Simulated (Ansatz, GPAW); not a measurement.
This is a calculation of Sr (Strontium) for GPAW 26.7.0 (ASE script). 

The input run.py:

```python
from ase import Atoms
from ase.dft.bandgap import bandgap
from ase.io import write
from ase.units import Bohr, GPa
from gpaw import GPAW, PW, setup_paths
from gpaw.elf import elf_from_dft_calculation

setup_paths.insert(0, '.')

atoms = Atoms(['Sr'],
              cell=[[0.0, 3.04235, 3.04235],
                    [3.04235, 0.0, 3.04235],
                    [3.04235, 3.04235, 0.0]],
              scaled_positions=[[0.0, 0.0, 0.0]],
              pbc=True)

calc = GPAW(mode=PW(600),
            xc='PBEsol',
            kpts={'size': (8, 8, 8), 'gamma': True},
            occupations={'name': 'methfessel-paxton', 'order': 0, 'width': 0.05},
            nbands=12,
            convergence={'density': 1e-05, 'energy': 1e-05},
            maxiter=150,
            txt='gpaw.txt')
atoms.calc = calc
energy = atoms.get_potential_energy()
forces = atoms.get_forces()
stress = atoms.get_stress()
calc.write('gs.gpw')
write('result.traj', atoms)
print(f'Energy: {energy:.6f} eV')
print('Forces (eV/A):')
print(forces.round(4))
print('Stress (GPa):', (stress / GPa).round(3))
print('Fermi level:', round(calc.get_fermi_level(), 4), 'eV')
print(f'Gap: {bandgap(calc)[0]:.4f} eV, direct: {bandgap(calc, direct=True)[0]:.4f} eV')

# fields on the real-space grid
write('density.cube', atoms, data=calc.get_pseudo_density() * Bohr**3)
write('potential.cube', atoms, data=calc.get_electrostatic_potential())
write('elf.cube', atoms, data=elf_from_dft_calculation(calc).data)
```

Potentials or basis: PAW data sets generated in the run's folder for this functional, pw.

Run with:

```console
$ gpaw-setup -f PBEsol Sr
$ OMP_NUM_THREADS=1 python run.py
```

Task: What does the same run look like in Ansatz 0.2.0? Potentials or basis there: all-electron LAPW, scalar-relativistic.

Result: As run (cutoffs and basis follow the program's own potentials, and thresholds, step limits or extra output files can differ):

Contents of input.yaml:

```yaml
crystal:
  lattice:
    - [0.0, 3.04235, 3.04235]
    - [3.04235, 0.0, 3.04235]
    - [3.04235, 3.04235, 0.0]
  atoms:
    - { symbol: Sr, position: [0.0, 0.0, 0.0] }
kpoints:
  mp_grid: { grid: [8, 8, 8] }
scf:
  occupations: { method: gaussian, width: 0.05 }
hamiltonian:
  xc: pbesol
  pseudopotentials: { kind: all_electron, lapw: { basis_error: 0.001 } }
output:
  forces: true
  stress: true
  eigenvalues: true
```

Potentials or basis: all-electron LAPW, scalar-relativistic.

Command:

```bash
$ ansatz run input.yaml --threads 1 --pin off --max-ram 3072MiB --backend cpu --events-out ev --progress --plain --runs-dir out
```

Both were run:

|  | GPAW | Ansatz |
| --- | --- | --- |
| Pressure | -0.9 GPa | -0.9 GPa |

Where Ansatz's input types no cutoff or centring, it takes its own default and a Γ-centred mesh.

Pressure is positive in compression.
